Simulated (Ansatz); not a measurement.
# Ru (Fm-3m) in Ansatz: equation of state

How stiff is Ru in PBE, and what volume does it want? The cell is scaled to several volumes.

Everything below comes from runs of Ansatz 0.2.0. Logs are shortened: lines on timing, memory, paths and dates and some standing lists are left out, and cuts for length are marked.

**1. Starting point**

It takes space group Fm-3m (No. 225, cubic). Conventional cell: a = 3.830 Å, b = 3.830 Å, c = 3.830 Å, α = 90.00°, β = 90.00°, γ = 90.00°. Around Ru (site symmetry m-3m) lie 12 Ru at 2.71 Å.

This isn't the form of Ru at room conditions, which is hcp.

**2. Single point, PBE, 13.20 Å³/atom (volume scaled by 0.94)**

input.yaml reads:

```yaml
crystal:
  lattice:
    - [0.0, 1.8759073982, 1.8759073982]
    - [1.8759073982, 0.0, 1.8759073982]
    - [1.8759073982, 1.8759073982, 0.0]
  atoms:
    - { symbol: Ru, position: [0.0, 0.0, 0.0] }
hamiltonian:
  xc: pbe
  pseudopotentials: { kind: paw }
kpoints:
  mp_grid: { grid: [12, 12, 12] }
scf:
  occupations: { method: fermi_dirac, width: 0.05 }
output:
  forces: true
  stress: true
  eigenvalues: true
```

Potentials or basis: Ansatz PAW.

Run with:

```
ansatz run input.yaml --threads 1 --pin off --max-ram 2560MiB --backend cpu --events-out ev --progress --plain --runs-dir out
```

The program printed:

```text
Warning: RAYON_NUM_THREADS=1 ignored (pool sized by the plan → 1); use --threads N
Engine: ansatz 0.2.0, aarch64-unknown-linux-gnu
Pseudopotentials: kind: paw
Pseudopotential: Ru, paw, valence charge 16, recommended cutoff 420 eV (normal), Ru.paw.azcp
Functional definition: PBE
  parameter kappa = 0.804
  parameter beta = 0.06672455060314922
  exchange = pbe_x(kappa = kappa, mu = beta*pi^2/3)
  correlation = pbe_c(beta = beta)
Crystal: 1 atoms, lattice volume = 13.203 Å³
Basis set: ecut = 420 eV, 259 PW (Γ), exchange–correlation on 36×36×36 points (8 copies of the dense FFT grid, shifted against one another)
Bands: 12, of which v1, the nominal top of the filled ones, is band 8 counted from 1 (7 counted from 0)
Symmetry: 48 space group operations
Space group: Fm-3m (ITA 225), of the structure as read, at distance tolerance 2.4e-5 Å
k-points: 72 of 1728
Non-local potential: Ru, projectors of the file, l = 0: 3, l = 1: 2, l = 2: 2, l = 3: 1
PAW form: soft (Blöchl's): semilocal exchange-correlation on the pseudo side does not see the compensation charge
PAW one-centre angular grid: Ru, 590 points (default); XC on 64 Gauss nodes
Initial density: superposition of atomic densities (neutral atoms: chi_scale 0, normalization atom), corrected by the library's trained network
Initial wavefunctions: pseudopotential atomic-orbital guess
Functional: x = pbe(κ = 0.804, μ = 0.2195149727645171), c = pbe(β = 0.06672455060314922)
SCF iter   1: F=—  HF=-5878.561543 eV  |F-HF|=—  |Δ(HF+E_count)|=         —  Δρ=6.33e-3  dr2=1.05e-3  ethr=1.77e-3  ⟨swp⟩=5.1  Hψ=4845  notcnv=0
preconditioner: auto → none  [metal: Δε(μ)=0.031 eV  Ē_g=11.900 eV  σ=0.050 eV  W_gap=0.15  n_scr=0 (ndim 8)  ℏωp=28.9 eV  f_vac=0.000  D(μ)=0.71/eV (n_scr^D=8)]
SCF iter   2: F=—  HF=-5878.561135 eV  |F-HF|=—  |Δ(HF+E_count)|=   4.08e-4  Δρ=3.10e-3  dr2=2.43e-4  ethr=6.54e-6  ⟨swp⟩=2.1  Hψ=1950  notcnv=0
SCF iter   3: F=—  HF=-5878.561262 eV  |F-HF|=—  |Δ(HF+E_count)|=   1.27e-4  Δρ=9.47e-4  dr2=1.02e-4  ethr=1.52e-6  ⟨swp⟩=2.2  Hψ=1308  notcnv=0
SCF iter   4: F=—  HF=-5878.561231 eV  |F-HF|=—  |Δ(HF+E_count)|=   3.10e-5  Δρ=1.97e-4  dr2=3.85e-6  ethr=6.36e-7  ⟨swp⟩=2.5  Hψ=1274  notcnv=0
SCF iter   5: F=—  HF=-5878.561231 eV  |F-HF|=—  |Δ(HF+E_count)|=   3.28e-7  Δρ=4.49e-5  dr2=2.25e-7  ethr=2.41e-8  ⟨swp⟩=2.1  Hψ=1309  notcnv=0
SCF iter   6: F=-5878.561231 eV  HF=-5878.561231 eV  |F-HF|=2.08e-8  |Δ(HF+E_count)|=   5.30e-8  Δρ=1.56e-5  dr2=2.92e-8  ethr=6.25e-10  ⟨swp⟩=4.1  Hψ=2824  notcnv=0
SCF 1 converged in 6 iterations: F = -5878.561231 eV  dr2 = 2.92e-8
SCF converged after 6 iterations
Free energy (F): -5878.561231 eV
Harris-Foulkes:  -5878.561231 eV  (|F-HF|=2.08e-8)
Internal energy: -5878.555482 eV  (E = F + TS)
E sigma→0 (E₀):  -5878.558356 eV
Entropy (-TS):   -0.005749 eV (-5.749 meV/atom)
Fermi energy:    24.258622 eV
--- Per-component energies (eV) ---
  E_band       = -41.025929
  E_kinetic    = 515.800079
  E_local      = -1228.171008  (includes V_loc(G=0)·N_el)
  E_nonlocal   = 343.236735
  E_hartree    = 394.982630
  E_xc         = -191.160226
  E_vxc        = -240.061571  (∫ρ·V_xc dr)
  E_paw        = -3460.837604  (= ΣΔE_a)
  E_vpaw       = -221.802035  (= ΣTr[D̂ρ^β])
  E_aug_tail   = -0.000204  (compensation charges beyond the density's cutoff)
  E_ewald      = -2252.405883
  E_smearing   = -0.005749  (= −TS)
  E_closure    = 0.000000  (closes the sum)
  Σ components = -5878.561231   (vs F -5878.561231, Δ=0.00e0)
--- Forces (eV/Å), atoms counted from 1 ---
  atom   1  Ru     0.00000000     0.00000000    -0.00000000
  max |Σ_I F_I| component: 5.14e-32 eV/Å
--- Stress (GPa, compression-positive) ---
       15.799359       0.000000      -0.000000
        0.000000      15.799359       0.000000
        0.000000      -0.000000      15.799359
  P = ⅓ Tr σ = 15.7994 GPa (157.994 kbar)
--- Band table (eV; the first three rows and the last of 72) ---
  k-point 0: bands = ["-48.8390", "-18.1581", "-18.1581", "-18.1581", "16.1905", "21.5543", "21.5543", "21.5543", "24.1152", "24.1152", "39.0741", "44.8233"]
  k-point 1: bands = ["-48.8256", "-18.2405", "-18.1688", "-18.1688", "16.4916", "21.3987", "21.6804", "21.6804", "24.0357", "24.0357", "39.5775", "43.6029"]
  k-point 2: bands = ["-48.7887", "-18.4625", "-18.1979", "-18.1979", "17.2764", "21.1211", "21.9336", "21.9336", "23.9582", "23.9582", "40.7105", "41.5854"]
  k-point 71: bands = ["-48.5678", "-18.9272", "-18.9272", "-18.5984", "19.1211", "20.6671", "20.6671", "23.7267", "26.6222", "35.0405", "35.0405", "36.6260"]
```

Wall time 0.7 s (1 thread of Arm Neoverse V2, shared host); peak memory 0.25 GiB.

Results:

- Free energy: -5878.5612 eV
- Pressure: 15.8 GPa
- Band gap on the k mesh: none (metal or under the smearing width)

**3. Single point, PBE, 13.48 Å³/atom (volume scaled by 0.96)**

Edit input.yaml of step 2 so:

```diff
@@ -2,5 +2,5 @@
   lattice:
-    - [0.0, 1.8759073982, 1.8759073982]
-    - [1.8759073982, 0.0, 1.8759073982]
-    - [1.8759073982, 1.8759073982, 0.0]
+    - [0.0, 1.8891184489, 1.8891184489]
+    - [1.8891184489, 0.0, 1.8891184489]
+    - [1.8891184489, 1.8891184489, 0.0]
   atoms:
```

Potentials or basis: Ansatz PAW.

Run with:

```
ansatz run input.yaml --threads 1 --pin off --max-ram 2560MiB --backend cpu --events-out ev --progress --plain --runs-dir out
```

Wall time 0.72 s (1 thread of Arm Neoverse V2, shared host); peak memory 0.25 GiB.

The run converged. Its results:

* Free energy: -5878.5821 eV
* Pressure: 8.1 GPa
* Band gap on the k mesh: none (metal or under the smearing width)

**4. Single point, PBE, 13.76 Å³/atom (volume scaled by 0.98)**

input.yaml reads:

```yaml
crystal:
  lattice:
    - [0.0, 1.9021472637, 1.9021472637]
    - [1.9021472637, 0.0, 1.9021472637]
    - [1.9021472637, 1.9021472637, 0.0]
  atoms:
    - { symbol: Ru, position: [0.0, 0.0, 0.0] }
hamiltonian:
  xc: pbe
  pseudopotentials: { kind: paw }
kpoints:
  mp_grid: { grid: [12, 12, 12] }
scf:
  occupations: { method: fermi_dirac, width: 0.05 }
output:
  forces: true
  stress: true
  eigenvalues: true
  write_density: true
  write_potential: true
  elf: true
  volumetric_format: npy
```

Run with:

```
ansatz run input.yaml --threads 1 --pin off --max-ram 2560MiB --backend cpu --events-out ev --progress --plain --runs-dir out
```

Wall time 1.2 s (1 thread of Arm Neoverse V2, shared host); peak memory 0.26 GiB.

It converged, with:

```yaml
Free_energy: -5878.5903 eV
Pressure: 1.3 GPa
Band_gap_on_the_k_mesh: none (metal or under the smearing width)
```

**5. Single point, PBE, 14.05 Å³/atom**

input.yaml reads:

```yaml
crystal:
  lattice:
    - [0.0, 1.915, 1.915]
    - [1.915, 0.0, 1.915]
    - [1.915, 1.915, 0.0]
  atoms:
    - { symbol: Ru, position: [0.0, 0.0, 0.0] }
hamiltonian:
  xc: pbe
  pseudopotentials: { kind: paw }
kpoints:
  mp_grid: { grid: [12, 12, 12] }
scf:
  occupations: { method: fermi_dirac, width: 0.05 }
output:
  forces: true
  stress: true
  eigenvalues: true
```

Run with:

```
ansatz run input.yaml --threads 1 --pin off --max-ram 2560MiB --backend cpu --events-out ev --progress --plain --runs-dir out
```

It took 1 s on 1 thread of Arm Neoverse V2, shared host; peak memory 0.25 GiB.

Results (log left out):

```
Free energy            : -5878.5872 eV
Pressure               : -4.7 GPa
Band gap on the k mesh : none (metal or under the smearing width)
```

**6. Single point, PBE, 14.33 Å³/atom (volume scaled by 1.02)**

Edit input.yaml of step 5 so:

```diff
@@ -2,5 +2,5 @@
   lattice:
-    - [0.0, 1.915, 1.915]
-    - [1.915, 0.0, 1.915]
-    - [1.915, 1.915, 0.0]
+    - [0.0, 1.9276824888, 1.9276824888]
+    - [1.9276824888, 0.0, 1.9276824888]
+    - [1.9276824888, 1.9276824888, 0.0]
   atoms:
@@ -18 +18,5 @@
   eigenvalues: true
+  write_density: true
+  write_potential: true
+  elf: true
+  volumetric_format: npy
```

Potentials or basis: Ansatz PAW.

Run with:

```
ansatz run input.yaml --threads 1 --pin off --max-ram 2560MiB --backend cpu --events-out ev --progress --plain --runs-dir out
```

It took 1.1 s on 1 thread of Arm Neoverse V2, shared host; peak memory 0.26 GiB.

Results (log left out):

| Item | Value |
| --- | --- |
| Free energy | -5878.5742 eV |
| Pressure | -10.0 GPa |
| Band gap on the k mesh | none (metal or under the smearing width) |

**7. Single point, PBE, 14.61 Å³/atom (volume scaled by 1.04)**

Edit input.yaml of step 6 so:

```diff
@@ -2,5 +2,5 @@
   lattice:
-    - [0.0, 1.9276824888, 1.9276824888]
-    - [1.9276824888, 0.0, 1.9276824888]
-    - [1.9276824888, 1.9276824888, 0.0]
+    - [0.0, 1.9402002583, 1.9402002583]
+    - [1.9402002583, 0.0, 1.9402002583]
+    - [1.9402002583, 1.9402002583, 0.0]
   atoms:
```

Run with:

```
ansatz run input.yaml --threads 1 --pin off --max-ram 2560MiB --backend cpu --events-out ev --progress --plain --runs-dir out
```

Run time: 1.1 s. Hardware: 1 thread of Arm Neoverse V2, shared host; peak memory 0.26 GiB.

The run converged. Its results:

| Quantity | Value |
| --- | --- |
| Free energy | -5878.5523 eV |
| Pressure | -14.8 GPa |
| Band gap on the k mesh | none (metal or under the smearing width) |

**8. Single point, PBE, 14.89 Å³/atom (volume scaled by 1.06)**

Edit input.yaml of step 7 so:

```diff
@@ -2,5 +2,5 @@
   lattice:
-    - [0.0, 1.9402002583, 1.9402002583]
-    - [1.9402002583, 0.0, 1.9402002583]
-    - [1.9402002583, 1.9402002583, 0.0]
+    - [0.0, 1.9525585549, 1.9525585549]
+    - [1.9525585549, 0.0, 1.9525585549]
+    - [1.9525585549, 1.9525585549, 0.0]
   atoms:
```

Run with:

```
ansatz run input.yaml --threads 1 --pin off --max-ram 2560MiB --backend cpu --events-out ev --progress --plain --runs-dir out
```

It took 1 s on 1 thread of Arm Neoverse V2, shared host; peak memory 0.26 GiB.

The run converged. Its results:

| Quantity | Value |
| --- | --- |
| Free energy | -5878.5227 eV |
| Pressure | -19.0 GPa |
| Band gap on the k mesh | none (metal or under the smearing width) |

**9. Equation of state, PBE**

Potentials or basis: Ansatz PAW.

No new run: the results of the series are fitted here.

Results:

| Property | Result |
| --- | --- |
| Equilibrium volume | 13.82 Å³/atom |
| Bulk modulus | 307 GPa |
| Pressure derivative of the bulk modulus | 4.9 |

Energy against volume, from the lowest point:
| volume (Å³/atom) | energy (meV/atom) |
| --- | --- |
| 13.203 | 29.06 |
| 13.484 | 8.20 |
| 13.765 | 0.00 |
| 14.045 | 3.05 |
| 14.326 | 16.06 |
| 14.607 | 37.94 |
| 14.888 | 67.64 |
